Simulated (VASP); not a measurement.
# Cs (C2/m) in VASP: reference runs

Aim: a first look at Cs with PBE, on the cell as given and on a disturbed one.

Everything below comes from runs of VASP 6.6.1. Logs are shortened: lines on timing, memory, paths and dates and some standing lists are left out, and cuts for length are marked.

## (1) The structure

Symmetry: C2/m, No. 12, monoclinic system. Conventional cell: a = 6.038 Å, b = 8.676 Å, c = 5.110 Å, α = 90.00°, β = 120.26°, γ = 90.00°.

This isn't the form of Cs at room conditions, which is bcc.

## (2) Single point, PBE

INCAR reads:

```
SYSTEM = Cs
  PREC = Accurate
  ENCUT = 520
  EDIFF = 1E-7
  ISMEAR = -1
  SIGMA = 0.05
  LREAL = .False.
  LASPH = .True.
  NELM = 80
  ALGO = Normal
  ISIF = 2
  LWAVE = .False.
  LCHARG = .False.
  GGA = PE
  NBANDS = 10
```

KPOINTS reads:

```
Automatic mesh
0
Gamma
  6 6 6
  0 0 0
```

POSCAR reads:

```
Cs
1.0
    3.0190110000     -4.3381320000      0.0000000000
    3.0190110000      4.3381320000      0.0000000000
   -2.5749360000      0.0000000000      4.4138870000
Cs
1
Direct
    0.0000000000      0.0000000000      0.5000000000
```

Potentials or basis: VASP PAW PBE potentials, release 64 (Cs_sv).

Started as:

```sh
$ cat potpaw_PBE.64/Cs_sv/POTCAR > POTCAR
$ mpirun -np 1 vasp_std > vasp.out
```

OUTCAR:

```text
SYSTEM = Cs
   PREC = Accurate
   ENCUT = 520
   EDIFF = 1E-7
   ISMEAR = -1
   LREAL = .False.
   LASPH = .True.
   NELM = 80
   ISIF = 2
   GGA = PE

 ion  position               nearest neighbor table
   1  0.000  0.000  0.500-

  LATTYP: Found a base centered monoclinic cell.
 ALAT       =     6.0380220000
 B/A-ratio  =     1.4369381231
 C/A-ratio  =     0.8463132639
 COS(beta)  =    -0.5038956400

  Lattice vectors:

 A1 = (   3.0190110000,  -4.3381320000,   0.0000000000)
 A2 = (   3.0190110000,   4.3381320000,   0.0000000000)
 A3 = (  -2.5749360000,   0.0000000000,   4.4138870000)

Analysis of symmetry for initial positions (statically):
=====================================================================
 Subroutine PRICEL returns:
 Original cell was already a primitive cell.

 Routine SETGRP: Setting up the symmetry group for a
 base centered monoclinic supercell.

 Subroutine GETGRP returns: Found  4 space group operations
 (whereof  4 operations were pure point group operations)
 out of a pool of  4 trial point group operations.

The static configuration has the point symmetry C_2h.

Analysis of symmetry for dynamics (positions and initial velocities):
=====================================================================
 Subroutine PRICEL returns:
 Original cell was already a primitive cell.

 Routine SETGRP: Setting up the symmetry group for a
 base centered monoclinic supercell.

 Subroutine GETGRP returns: Found  4 space group operations
 (whereof  4 operations were pure point group operations)
 out of a pool of  4 trial point group operations.

The dynamic configuration has the point symmetry C_2h.

 Subroutine INISYM returns: Found  4 space group operations
 (whereof  4 operations are pure point group operations),
 and found     1 'primitive' translations

----------------------------------------------------------------------------------------

                                     Primitive cell

  volume of cell :     115.6162

  direct lattice vectors                    reciprocal lattice vectors
     3.019011000 -4.338132000  0.000000000     0.165617151 -0.115256982  0.096616330
     3.019011000  4.338132000  0.000000000     0.165617151  0.115256982  0.096616330
    -2.574936000  0.000000000  4.413887000     0.000000000  0.000000000  0.226557680

  length of vectors
     5.285245185  5.285245185  5.110058107     0.223713942  0.223713942  0.226557680

  position of ions in fractional coordinates (direct lattice)
     1.000000000  1.000000000  0.500000000

  ion indices of the primitive-cell ions
   primitive index   ion index
                 1           1

----------------------------------------------------------------------------------------

 KPOINTS: Automatic mesh

Automatic generation of k-mesh.
 Grid dimensions read from file:
 generate k-points for:    6    6    6

 Generating k-lattice:

  Cartesian coordinates                     Fractional coordinates (reciprocal lattice)
     0.027602858 -0.019209497  0.016102722     0.166666667  0.000000000  0.000000000
     0.027602858  0.019209497  0.016102722     0.000000000  0.166666667  0.000000000
     0.000000000  0.000000000  0.037759613     0.000000000  0.000000000  0.166666667

  Length of vectors
     0.037285657  0.037285657  0.037759613

  Shift w.r.t. Gamma in fractional coordinates (k-lattice)
     0.000000000  0.000000000  0.000000000

 Subroutine IBZKPT returns following result:
 ===========================================

 Found     68 irreducible k-points:

 Following reciprocal coordinates:
            Coordinates               Weight
  0.000000  0.000000  0.000000      1.000000
  0.166667  0.000000  0.000000      4.000000
  0.333333  0.000000 -0.000000      4.000000
  0.500000  0.000000 -0.000000      2.000000
  0.166667  0.166667  0.000000      2.000000
  0.333333  0.166667 -0.000000      4.000000
[... 42 lines left out ...]
 -0.166667  0.333333  0.333333      4.000000
  0.500000  0.500000  0.333333      2.000000
 [... further k-points ...]
   k-points           NKPTS =     68   k-points in BZ     NKDIM =     68   number of bands    NBANDS=     10
   number of dos      NEDOS =    301   number of ions     NIONS =      1
   total plane-waves  NPLWV =  64000
   dimension x,y,z NGX =    40 NGY =   40 NGZ =   40
   dimension x,y,z NGXF=    80 NGYF=   80 NGZF=   80
   ions per type =               1
   NGX,Y,Z   is equivalent  to a cutoff of  12.58, 12.58, 13.01 a.u.
   NGXF,Y,Z  is equivalent  to a cutoff of  25.16, 25.16, 26.03 a.u.
 SYSTEM =  Cs
   PREC   = accura    normal or accurate (medium, high low for compatibility)
   ISTART =      0    job   : 0-new  1-cont  2-samecut
   ICHARG =      2    charge: 1-file 2-atom 10-const
   ISPIN  =      1    spin polarized calculation?
   LNONCOLLINEAR =      F non collinear calculations
   LSORBIT =      F    spin-orbit coupling
   LASPH  =      T    aspherical Exc in radial PAW
   ENCUT  =  520.0 eV  38.22 Ry    6.18 a.u.   9.83  9.83  9.50*2*pi/ulx,y,z
   NELM   =     80;   NELMIN=  2; NELMDL= -5     # of ELM steps
   EDIFF  = 0.1E-06   stopping-criterion for ELM
   LREAL  =      F    real-space projection
   EDIFFG = 0.1E-05   stopping-criterion for IOM
   NSW    =      0    number of steps for IOM
   IBRION =     -1    ionic relax: 0-MD 1-quasi-New 2-CG
   NFREE  =      0    steps in history (QN), initial steepest desc. (CG)
   ISIF   =      2    stress and relaxation
   ISYM   =      2    0-nonsym 1-usesym 2-fastsym
   POTIM  = 0.5000    time-step for ionic-motion
   TEBEG  =    0.0;   TEEND  =   0.0 temperature during run
   PSTRESS=    0.0 pullay stress
   NELECT =       9.0000    total number of electrons
   NUPDOWN=      -1.0000    fix difference up-down
   EMIN   =  10.00;   EMAX   =-10.00  energy-range for DOS
   EFERMI =   0.00;   METHOD = LEGACY
   ISMEAR =    -1;   SIGMA  =   0.05  broadening in eV -4-tet -1-fermi 0-gaus
   EFERMI_NEDOS =   21; number of points for ismear=-14 and -15
   IALGO  =     38    algorithm
   IMIX   =      4    mixing-type and parameters
     AMIX     =   0.40;   BMIX     =  1.00
     AMIX_MAG =   1.60;   BMIX_MAG =  1.00
  volume/ion in A,a.u.               =     115.62       780.22
  Fermi-wavevector in a.u.,A,eV,Ry     =   0.699009  1.320936  6.647992  0.488614
  Thomas-Fermi vector in A             =   1.782770
   LORBIT       =      0    0 simple, 1 ext, 2 COOP (PROOUT), +10 PAW based schemes
   GGA     = PE    functional components
   LHFCALC =     F    Hartree Fock is set to
   AEXX    =    0.0000 exact exchange contribution
   IVDW    =     0    specifies the selected vdW correction
   LEPSILON=     F    determine dielectric tensor
   LRPA    =     F    only Hartree local field effects (RPA)
 non-spin polarized calculation
  energy-cutoff  :      520.00
  volume of cell :      115.62
 maximum number of plane-waves:      3133
   NGX = 19   NGY = 19   NGZ = 19

 number of electron       9.0000000 magnetization

 Free energy of the ion-electron system (eV)
  ---------------------------------------------------
  ext. energy  EPLUGINS =         0.00000000
  ---------------------------------------------------
  free energy    TOTEN  =        -0.84550814 eV

  energy without entropy =       -0.83154699  energy(sigma->0) =       -0.83852757

 E-fermi :   0.4472     XC(G=0):  -5.3924

 val. band max:        0.4454515039   @ k =   0.0000   0.0000   0.5000
 cond. band min:       0.4510206530   @ k =   0.1667   0.1667   0.5000
 fundamental gap:      0.0055691491
 Fermi energy:         0.4472440099

 k-point     1 :       0.0000    0.0000    0.0000
  band No.  band energies     occupation
      1     -23.4251      2.00000
      2     -10.1772      2.00000
      3     -10.1671      2.00000
      4     -10.1571      2.00000
      5      -1.2302      2.00000
      6       2.6892      0.00000
      7       2.8430      0.00000
      8       3.1399      0.00000
      9       3.7659      0.00000
     10       3.9721      0.00000

 k-point     2 :       0.1667    0.0000    0.0000
  band No.  band energies     occupation
      1     -23.4238      2.00000
      2     -10.2048      2.00000
      3     -10.1774      2.00000
      4     -10.1589      2.00000
      5      -0.9496      2.00000
      6       2.4421      0.00000
      7       2.5123      0.00000
      8       3.3248      0.00000
      9       3.7972      0.00000
     10       3.8756      0.00000

 k-point     3 :       0.3333    0.0000   -0.0000
  band No.  band energies     occupation
      1     -23.4211      2.00000
      2     -10.2657      2.00000
      3     -10.1923      2.00000
      4     -10.1609      2.00000
      5      -0.2214      2.00000
      6       1.6906      0.00000
      7       2.1738      0.00000
      8       3.9415      0.00000
      9       3.9844      0.00000
     10       4.1746      0.00000

 k-point     4 :       0.5000    0.0000   -0.0000
  band No.  band energies     occupation
      1     -23.4198      2.00000
      2     -10.2956      2.00000
      3     -10.1996      2.00000
      4     -10.1617      2.00000
      5       0.4072      1.38059
      6       1.1892      0.00000
      7       2.0340      0.00000
      8       3.8242      0.00000
      9       4.4324      0.00000
     10       4.8691      0.00000
[... 430 lines left out ...]
 k-point    38 :       0.5000    0.0000    0.3333
  band No.  band energies     occupation
      1     -23.4171      2.00000
      2     -10.2947      2.00000
      3     -10.2324      2.00000
      4     -10.1765      2.00000
      5       0.5348      0.29584
      6       1.5800      0.00000
      7       1.8896      0.00000
      8       3.5413      0.00000
      9       4.0472      0.00000
     10       4.4068      0.00000

 k-point    39 :      -0.3333   -0.0000    0.3333
  band No.  band energies     occupation
      1     -23.4184      2.00000
      2     -10.2806      2.00000
      3     -10.2139      2.00000
      4     -10.1708      2.00000
      5      -0.0765      1.99994
      6       1.9105      0.00000
      7       2.2220      0.00000
      8       3.6091      0.00000
      9       3.7024      0.00000
     10       4.0654      0.00000

 k-point    40 :      -0.1667    0.0000    0.3333
  band No.  band energies     occupation
      1     -23.4198      2.00000
      2     -10.2673      2.00000
      3     -10.1922      2.00000
      4     -10.1722      2.00000
      5      -0.3441      2.00000
      6       2.0222      0.00000
      7       2.3521      0.00000
      8       3.4676      0.00000
      9       3.7276      0.00000
     10       3.9228      0.00000

 [... further k-points ...]
[... 5 lines left out ...]
  --------------------------------------------------------------------------------------
  -------------------------------------------------------------------------------------
  Total        0.0260051      0.0222747      0.0182465      0.0000000      0.0000000     -0.0401533
  in kB        0.3603716      0.3086762      0.2528556      0.0000000      0.0000000     -0.5564338
  external PRESSURE =       0.3073011 kB  Pullay stress =       0.0000000 kB

 VOLUME and BASIS-vectors are now :
 -----------------------------------------------------------------------------
  energy-cutoff  :      520.00
  volume of cell :      115.62
      direct lattice vectors                 reciprocal lattice vectors
     3.019011000 -4.338132000  0.000000000     0.165617151 -0.115256982  0.096616330
     3.019011000  4.338132000  0.000000000     0.165617151  0.115256982  0.096616330
    -2.574936000  0.000000000  4.413887000     0.000000000  0.000000000  0.226557680

 POSITION                                       TOTAL-FORCE (eV/Angst)
 -----------------------------------------------------------------------------------
     -1.28747      0.00000      2.20694         0.000000      0.000000      0.000000
 -----------------------------------------------------------------------------------
    total drift:                               -0.000000      0.000000      0.000000

  FREE ENERGIE OF THE ION-ELECTRON SYSTEM (eV)
  ---------------------------------------------------
  free  energy   TOTEN  =        -0.8455081449 eV

  energy  without entropy=       -0.8315469895  energy(sigma->0) =       -0.83852757
```

Run time: 58 s. Hardware: 1 thread of Intel Xeon Platinum 8488C (Sapphire Rapids), shared host; peak memory 0.27 GiB.

What came out:

| Property | Result |
| --- | --- |
| Free energy | -0.8455 eV |
| Pressure | 0.0 GPa |
| Band gap on the k mesh | none (metal or under the smearing width) |

Stress tensor (GPa, compression positive):
```
 0.04  0.00 -0.06
 0.00  0.03  0.00
-0.06  0.00  0.03
```

Levels at points of the mesh, in eV from the Fermi level:
```
           k point  band 2  band 3  band 4  band 5  band 6  band 7
(0.00, 0.00, 0.00)  -10.62  -10.61  -10.60   -1.68    2.24    2.40
(0.50, 0.00, 0.00)  -10.74  -10.65  -10.61   -0.04    0.74    1.59
(0.50, 0.50, 0.00)  -10.75  -10.67  -10.61    0.04    0.86    1.67
(0.00, 0.00, 0.50)  -10.76  -10.65  -10.61    0.00    0.79    1.72
(0.50, 0.00, 0.50)  -10.77  -10.68  -10.62    0.13    1.04    1.58
(0.50, 0.50, 0.50)  -10.74  -10.72  -10.69    0.62    0.69    2.90
```

Spin-orbit coupling is left out, which matters for the levels of Cs.

## (3) Single point, PBE (cell strained at random at fixed volume)

INCAR reads:

```
PREC = Accurate
ENCUT = 520
EDIFF = 1E-7
ISMEAR = -1
SIGMA = 0.05
LREAL = F
LASPH = T
NELM = 60
ALGO = Normal
ISIF = 2
LWAVE = F
LCHARG = F
GGA = PE
NBANDS = 10
```

KPOINTS reads:

```
Automatic mesh
0
Gamma
  6 6 6
```

POSCAR reads:

```
Cs
1.0
    2.9813810000     -4.2793850000      0.1148980000
    3.0090070000      4.2986100000     -0.0108870000
   -2.4785890000     -0.0721900000      4.4579080000
Cs
1
Direct
    0.0095400000      0.0059200000      0.5081250000
```

Potentials or basis: VASP PAW PBE potentials, release 64 (Cs_sv).

Started as:

```sh
$ cat potpaw_PBE.64/Cs_sv/POTCAR > POTCAR
$ mpirun -np 1 vasp_std > vasp.out
```

OUTCAR:

```text
PREC = Accurate
   ENCUT = 520
   EDIFF = 1E-7
   ISMEAR = -1
   LREAL = F
   LASPH = T
   NELM = 60
   ISIF = 2
   GGA = PE

 ion  position               nearest neighbor table
   1  0.010  0.006  0.508-

  LATTYP: Found a triclinic cell.
 ALAT       =    10.2482811198
 B/A-ratio  =     1.3188422787
 C/A-ratio  =     0.6008733384
 COS(alpha) =     0.0084073398
 COS(beta)  =     0.3234940182
 COS(gamma) =     0.9391573150

  Lattice vectors:

 A1 = (   1.9757970000,   4.4237650000,  -9.0307140000)
 A2 = (   4.9848040000,   8.7223750000,  -9.0416010000)
 A3 = (  -0.5304180000,  -4.2264200000,  -4.4470210000)

Analysis of symmetry for initial positions (statically):
=====================================================================
 Subroutine PRICEL returns:
 Original cell was already a primitive cell.

 Routine SETGRP: Setting up the symmetry group for a
 triclinic supercell.

 Subroutine GETGRP returns: Found  2 space group operations
 (whereof  1 operations were pure point group operations)
 out of a pool of  2 trial point group operations.

The static configuration has the point symmetry C_1 .
 The point group associated with its full space group is S_2 .

Analysis of symmetry for dynamics (positions and initial velocities):
=====================================================================
 Subroutine PRICEL returns:
 Original cell was already a primitive cell.

 Routine SETGRP: Setting up the symmetry group for a
 triclinic supercell.

 Subroutine GETGRP returns: Found  2 space group operations
 (whereof  1 operations were pure point group operations)
 out of a pool of  2 trial point group operations.

The dynamic configuration has the point symmetry C_1 .
 The point group associated with its full space group is S_2 .

 Subroutine INISYM returns: Found  2 space group operations
 (whereof  1 operations are pure point group operations),
 and found     1 'primitive' translations

[... 135 lines left out ...]
   IALGO  =     38    algorithm
   IMIX   =      4    mixing-type and parameters
     AMIX     =   0.40;   BMIX     =  1.00
     AMIX_MAG =   1.60;   BMIX_MAG =  1.00
  volume/ion in A,a.u.               =     115.62       780.22
  Fermi-wavevector in a.u.,A,eV,Ry     =   0.699009  1.320936  6.647992  0.488614
  Thomas-Fermi vector in A             =   1.782770
   LORBIT       =      0    0 simple, 1 ext, 2 COOP (PROOUT), +10 PAW based schemes
   GGA     = PE    functional components
   LHFCALC =     F    Hartree Fock is set to
   AEXX    =    0.0000 exact exchange contribution
   IVDW    =     0    specifies the selected vdW correction
   LEPSILON=     F    determine dielectric tensor
   LRPA    =     F    only Hartree local field effects (RPA)
 non-spin polarized calculation
  energy-cutoff  :      520.00
  volume of cell :      115.62
 maximum number of plane-waves:      3133
   NGX = 19   NGY = 19   NGZ = 19

 number of electron       9.0000001 magnetization

 Free energy of the ion-electron system (eV)
  ---------------------------------------------------
  ext. energy  EPLUGINS =         0.00000000
  ---------------------------------------------------
  free energy    TOTEN  =        -0.84320472 eV

  energy without entropy =       -0.83092873  energy(sigma->0) =       -0.83706673

 E-fermi :   0.4540     XC(G=0):  -5.3919

 val. band max:        0.4365313086   @ k =   0.1667   0.5000   0.0000
 cond. band min:       0.4674452813   @ k =   0.1667   0.1667   0.5000
 fundamental gap:      0.0309139727
 Fermi energy:         0.4539846308

 k-point     1 :       0.0000    0.0000    0.0000
  band No.  band energies     occupation
      1     -23.4302      2.00000
      2     -10.1829      2.00000
      3     -10.1683      2.00000
      4     -10.1617      2.00000
      5      -1.2290      2.00000
      6       2.5888      0.00000
      7       2.7661      0.00000
      8       3.2528      0.00000
      9       3.7656      0.00000
     10       4.0888      0.00000
[... 495 lines left out ...]
 k-point    40 :       0.1667    0.5000    0.1667
  band No.  band energies     occupation
      1     -23.4235      2.00000
      2     -10.2875      2.00000
      3     -10.2036      2.00000
      4     -10.1999      2.00000
      5       0.3749      1.65883
      6       1.6087      0.00000
      7       1.8490      0.00000
      8       3.8206      0.00000
      9       3.8815      0.00000
     10       4.3176      0.00000

 [... further k-points ...]
[... 5 lines left out ...]
  --------------------------------------------------------------------------------------
  -------------------------------------------------------------------------------------
  Total        0.0346541      0.0446152     -0.0003739     -0.0014520      0.0052892     -0.0652890
  in kB        0.4802268      0.6182649     -0.0051816     -0.0201216      0.0732962     -0.9047567
  external PRESSURE =       0.3644367 kB  Pullay stress =       0.0000000 kB

 VOLUME and BASIS-vectors are now :
 -----------------------------------------------------------------------------
  energy-cutoff  :      520.00
  volume of cell :      115.62
      direct lattice vectors                 reciprocal lattice vectors
     2.981381000 -4.279385000  0.114898000     0.165738247 -0.115787364  0.090275148
     3.009007000  4.298610000 -0.010887000     0.164932029  0.117418754  0.093603361
    -2.478589000 -0.072190000  4.457908000    -0.003868940  0.003271058  0.222222313

 POSITION                                       TOTAL-FORCE (eV/Angst)
 -----------------------------------------------------------------------------------
     -1.21318     -0.05206      2.26621        -0.000000      0.000000      0.000000
 -----------------------------------------------------------------------------------
    total drift:                                0.000003      0.000001      0.000004

  FREE ENERGIE OF THE ION-ELECTRON SYSTEM (eV)
  ---------------------------------------------------
  free  energy   TOTEN  =        -0.8432047239 eV

  energy  without entropy=       -0.8309287287  energy(sigma->0) =       -0.83706673
```

stdout:

```text
POSCAR found type information on POSCAR Cs
 POSCAR found :  1 types and       1 ions
 scaLAPACK will be used
 LDA part: xc-table for (Slater+PW92), standard interpolation
 POSCAR, INCAR and KPOINTS ok, starting setup
 FFT: planning ... GRIDC
 FFT: planning ... GRID_SOFT
 FFT: planning ... GRID
 WAVECAR not read
 entering main loop
```

It took 86 s on 1 thread of Intel Xeon Platinum 8488C (Sapphire Rapids), shared host; peak memory 0.31 GiB.

What came out:

* Free energy: -0.8432 eV
* Pressure: 0.0 GPa
* Band gap on the k mesh: none (metal or under the smearing width)

Spin-orbit coupling is left out, which matters for the levels of Cs.
